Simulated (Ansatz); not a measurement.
# Zn (Im-3m) in Ansatz: equation of state

How stiff is Zn in PBE, and what volume does it want? The cell is scaled to several volumes.

Everything below comes from runs of Ansatz 0.2.0. Logs are shortened: lines on timing, memory, paths and dates and some standing lists are left out, and cuts for length are marked.

**1. The crystal as given**

Symmetry: Im-3m, No. 229, cubic system. Conventional cell: a = 3.138 Å, b = 3.138 Å, c = 3.138 Å, α = 90.00°, β = 90.00°, γ = 90.00°. Zn (site symmetry m-3m) has 8 Zn at 2.72 Å as nearest neighbours.

This isn't the form of Zn at room conditions, which is hcp.

**2. Equation of state, PBE**

Potentials or basis: all-electron LAPW, scalar-relativistic.

No new run: the results of the series are fitted here.

Results:

```yaml
Equilibrium_volume: 15.37 Å³/atom
Bulk_modulus: 61 GPa
Pressure_derivative_of_the_bulk_modulus: 4.9
```

Energy against volume, from the lowest point:
```
volume (Å³/atom)  energy (meV/atom)
          14.524               9.78
          14.833               3.70
          15.142               0.56
          15.451               0.00
          15.760               1.77
          16.069               5.59
          16.378              11.21
```
